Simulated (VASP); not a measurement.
# C in VASP: settings compared, part 2 of 2

VASP 6.6.1.

**3. Relaxation of cell and atoms, PBE+D3(BJ)**

This run uses another cell than the first one, of 28.31 Å³/atom, 1.020 times its volume.

Contents of INCAR:

```
  ALGO = Normal
  EDIFF = 1E-6
  EDIFFG = -0.01
  ENCUT = 600
  GGA = PE
  IBRION = 2
  ISIF = 3
  ISMEAR = 0
  IVDW = 12
  KPAR = 4
  LASPH = True
  LATTICE_CONSTRAINTS = .TRUE. .TRUE. .FALSE.
  LCHARG = False
  LREAL = False
  LWAVE = False
  NELM = 80
  NSW = 90
  PREC = Accurate
  SIGMA = 0.03
```

Contents of KPOINTS:

```
k-points
0
Gamma
  15 15 1
```

Contents of POSCAR:

```
C
1.0
    2.4700000000      0.0000000000      0.0000000000
   -1.2350000000      2.1390827500      0.0000000000
    0.0000000000      0.0000000000     21.4289500000
C
4
Direct
    0.0000000000      0.0000000000      0.4199925800
    0.6666666700      0.3333333300      0.4215768900
    0.0000000000      0.0000000000      0.5784231100
    0.3333333300      0.6666666700      0.5800074200
```

Potentials or basis: VASP PAW PBE potentials, release 64 (C).

Started as:

```console
$ cat potpaw_PBE.64/C/POTCAR > POTCAR
$ mpirun -np 4 vasp_std > vasp.out
```

OUTCAR:

```text
EDIFF = 1E-6
   EDIFFG = -0.01
   ENCUT = 600
   GGA = PE
   IBRION = 2
   ISIF = 3
   ISMEAR = 0
   IVDW = 12
   LASPH = True
   LREAL = False
   NELM = 80
   NSW = 90
   PREC = Accurate
 IVDW          = 12

 ion  position               nearest neighbor table
   1  0.000  0.000  0.420-   2 1.43   2 1.43   2 1.43
   2  0.667  0.333  0.422-   1 1.43   1 1.43   1 1.43
   3  0.000  0.000  0.578-   4 1.43   4 1.43   4 1.43
   4  0.333  0.667  0.580-   3 1.43   3 1.43   3 1.43

  LATTYP: Found a hexagonal cell.
 ALAT       =     2.4700000000
 C/A-ratio  =     8.6756882591

  Lattice vectors:

 A1 = (   2.4700000000,   0.0000000000,   0.0000000000)
 A2 = (  -1.2350000000,   2.1390827500,   0.0000000000)
 A3 = (   0.0000000000,   0.0000000000,  21.4289500000)

Analysis of symmetry for initial positions (statically):
=====================================================================
 Subroutine PRICEL returns:
 Original cell was already a primitive cell.

 Routine SETGRP: Setting up the symmetry group for a
 hexagonal supercell.

 Subroutine GETGRP returns: Found  6 space group operations
 (whereof  6 operations were pure point group operations)
 out of a pool of 24 trial point group operations.

The static configuration has the point symmetry C_3v.

Analysis of symmetry for dynamics (positions and initial velocities):
=====================================================================
[... 163 lines left out ...]
  free energy    TOTEN  =       -36.86635926 eV

  energy without entropy =      -36.86605915  energy(sigma->0) =      -36.86620920

------------------------ aborting loop because EDIFF is reached ----------------------------------------

 Edisp (eV)   -0.47481

 E8    (eV) :    -0.1420
[... 159 lines left out ...]
--------------------------------------- Ionic step        5  -------------------------------------------

 number of electron      16.0000001 magnetization

 Free energy of the ion-electron system (eV)
  ---------------------------------------------------
  ext. energy  EPLUGINS =         0.00000000
  ---------------------------------------------------
  free energy    TOTEN  =       -36.88615687 eV

  energy without entropy =      -36.88585602  energy(sigma->0) =      -36.88600645

 E-fermi :  -1.4757     XC(G=0):  -3.6790

 val. band max:       -1.4760619094   @ k =   0.3333   0.3333   0.0000
 cond. band min:      -1.4752839942   @ k =   0.3333   0.3333   0.0000
 fundamental gap:      0.0007779153
 Fermi energy:        -1.4756729519

 k-point     1 :       0.0000    0.0000    0.0000
  band No.  band energies     occupation
      1     -21.0556      2.00000
      2     -20.9184      2.00000
      3      -9.5315      2.00000
      4      -8.6143      2.00000
      5      -4.5079      2.00000
      6      -4.5079      2.00000
      7      -4.4998      2.00000
      8      -4.4998      2.00000
      9       1.9172      0.00000
     10       2.2746      0.00000
     11       3.0326      0.00000
     12       3.9365      0.00000
[... 331 lines left out ...]
 k-point    24 :       0.4000    0.2000    0.0000
  band No.  band energies     occupation
      1     -15.1618      2.00000
      2     -15.1136      2.00000
      3     -14.1617      2.00000
      4     -14.1309      2.00000
      5     -10.3307      2.00000
      6     -10.2843      2.00000
      7      -3.1531      2.00000
      8      -2.8274      2.00000
      9      -0.1916      0.00000
     10      -0.1077      0.00000
     11       9.1378      0.00000
     12       9.4340      0.00000

 [... further k-points ...]

------------------------ aborting loop because EDIFF is reached ----------------------------------------

 Edisp (eV)   -0.47517

 E8    (eV) :    -0.1421
[... 27 lines left out ...]
  FREE ENERGIE OF THE ION-ELECTRON SYSTEM (eV)
  ---------------------------------------------------
  free  energy   TOTEN  =       -37.3613243299 eV

  energy  without entropy=      -37.3610234793  energy(sigma->0) =      -37.36117390

 reached required accuracy - stopping structural energy minimisation
```

OSZICAR:

```text
N       E                     dE             d eps       ncg     rms          rms(c)
DAV:   1     0.131909800169E+03    0.13191E+03   -0.71169E+03   648   0.117E+03
DAV:   2    -0.243227546882E+02   -0.15623E+03   -0.14249E+03  1108   0.235E+02
DAV:   3    -0.389032286307E+02   -0.14580E+02   -0.14444E+02   788   0.848E+01
DAV:   4    -0.392647986594E+02   -0.36157E+00   -0.35993E+00   832   0.165E+01
[... 49 lines left out ...]
DAV:   1    -0.368865089373E+02   -0.28213E-02   -0.99137E-02   692   0.316E+00    0.146E-01
DAV:   2    -0.368863075563E+02    0.20138E-03   -0.73289E-04   792   0.249E-01    0.950E-02
DAV:   3    -0.368861578803E+02    0.14968E-03   -0.19263E-04   724   0.113E-01    0.154E-02
DAV:   4    -0.368861567457E+02    0.11346E-05   -0.68330E-06   784   0.222E-02    0.562E-03
DAV:   5    -0.368861568719E+02   -0.12626E-06   -0.38959E-07   536   0.878E-03
   5 F= -.37361324E+02 E0= -.37361174E+02  d E =-.903790E-03
```

CONTCAR:

```text
C
   1.00000000000000
     2.4656797295786252    0.0000000000000000    0.0000000000000000
    -1.2328398647893126    2.1353412860498593    0.0000000000000000
     0.0000000000000000    0.0000000000000000   21.4289500000000004
  C
     4
Direct
     0.0000000000000000    0.0000000000000000    0.4207967696831523
     0.6666666699999979    0.3333333300000021    0.4207717616953088
     0.0000000000000000    0.0000000000000000    0.5792020825345185
     0.3333333300000021    0.6666666699999979    0.5792293860870203

  0.00000000E+00  0.00000000E+00  0.00000000E+00
  0.00000000E+00  0.00000000E+00  0.00000000E+00
  0.00000000E+00  0.00000000E+00  0.00000000E+00
  0.00000000E+00  0.00000000E+00  0.00000000E+00
```

Wall time 45 s (4 MPI ranks of Intel Xeon Platinum 8559C (Emerald Rapids), shared host); peak memory 0.27 GiB.

What came out:

```yaml
Free_energy: -37.3613 eV
Relaxed_volume: 28.21 Å³/atom
Relaxed_cell: a = 2.466 Å, b = 2.466 Å, c = 21.429 Å, α = 90.00°, β = 90.00°, γ = 120.00°
Space_group_after_relaxing_to_0.05_Å: P-3m1 (No. 164)
Energy_gained_by_relaxing: 5.0 meV/atom
Ionic_steps: 5
Band_gap_on_the_k_mesh: 0.00 eV, direct
Dispersion_energy_per_atom: -0.119 eV
```

The path:
```tsv
step	energy change (eV)	largest force (eV/Å)	pressure (GPa)	volume (Å³)
1	0.0000	0.5780	-0.52	113.22
2	-0.0077	0.3552	1.13	111.87
3	-0.0193	0.0526	0.40	112.46
4	-0.0170	0.0968	-0.84	113.51
5	-0.0202	0.0008	-0.03	112.82
```

Final structure:
```cif
data_structure
_symmetry_space_group_name_H-M 'P 1'
_symmetry_Int_Tables_number 1
_cell_length_a 2.4657
_cell_length_b 2.4657
_cell_length_c 21.4290
_cell_angle_alpha 90.000
_cell_angle_beta 90.000
_cell_angle_gamma 120.000
_cell_volume 112.82
loop_
_atom_site_label
_atom_site_type_symbol
_atom_site_fract_x
_atom_site_fract_y
_atom_site_fract_z
_atom_site_occupancy
C1 C 0.00000 0.00000 0.42080 1
C2 C 0.66667 0.33333 0.42077 1
C3 C 0.00000 0.00000 0.57920 1
C4 C 0.33333 0.66667 0.57923 1
```

Levels at points of the mesh, in eV from the valence-band top:
| k point | band 4 | band 5 | band 6 | band 7 | band 8 | band 9 | band 10 | band 11 | band 12 |
| --- | --- | --- | --- | --- | --- | --- | --- | --- | --- |
| (0.00, 0.00, 0.00) | -7.14 | -3.03 | -3.03 | -3.02 | -3.02 | 3.39 | 3.75 | 4.51 | 5.41 |

**4. Relaxation of cell and atoms, PBE+D3(BJ)**

This run uses another cell than the first one, of 28.21 Å³/atom, 1.016 times its volume.

Changes to INCAR since step 3:

```diff
@@ -1,4 +1,4 @@
   ALGO = Normal
-  EDIFF = 1E-6
-  EDIFFG = -0.01
+  EDIFF = 1E-7
+  EDIFFG = -0.005
   ENCUT = 600
```

KPOINTS is that of step 3.

Contents of POSCAR:

```
C                                       
1.0
    2.4656797296      0.0000000000      0.0000000000
   -1.2328398648      2.1353412860      0.0000000000
    0.0000000000      0.0000000000     21.4289500000
  C             
     4
Direct
     0.0000000000000000    0.0000000000000000    0.4207967696831523
     0.6666666699999979    0.3333333300000021    0.4207717616953088
     0.0000000000000000    0.0000000000000000    0.5792020825345185
     0.3333333300000021    0.6666666699999979    0.5792293860870203
```

Started as:

```console
$ cat potpaw_PBE.64/C/POTCAR > POTCAR
$ mpirun -np 4 vasp_std > vasp.out
```

Wall time 21 s (4 MPI ranks of Intel Xeon Platinum 8559C (Emerald Rapids), shared host); peak memory 0.25 GiB.

The run converged. Its results:

| Item | Value |
| --- | --- |
| Free energy | -37.3609 eV |
| Band gap on the k mesh | none (metal or under the smearing width) |
| Dispersion energy per atom | -0.119 eV |

Final structure:
```
C
1.0
     2.46568    0.00000    0.00000
    -1.23284    2.13534    0.00000
     0.00000    0.00000   21.42895
C
4
Direct
  0.00000 0.00000 0.42080
  0.66667 0.33333 0.42077
  0.00000 0.00000 0.57920
  0.33333 0.66667 0.57923
```

Levels at points of the mesh, in eV from the Fermi level:
| k point | band 5 | band 6 | band 7 | band 8 | band 9 | band 10 | band 11 | band 12 |
| --- | --- | --- | --- | --- | --- | --- | --- | --- |
| (0.00, 0.00, 0.00) | -3.03 | -3.03 | -3.02 | -3.02 | 3.43 | 3.81 | 4.51 | 5.48 |

Caveat: the relaxation stopped at its first step, so nothing moved.
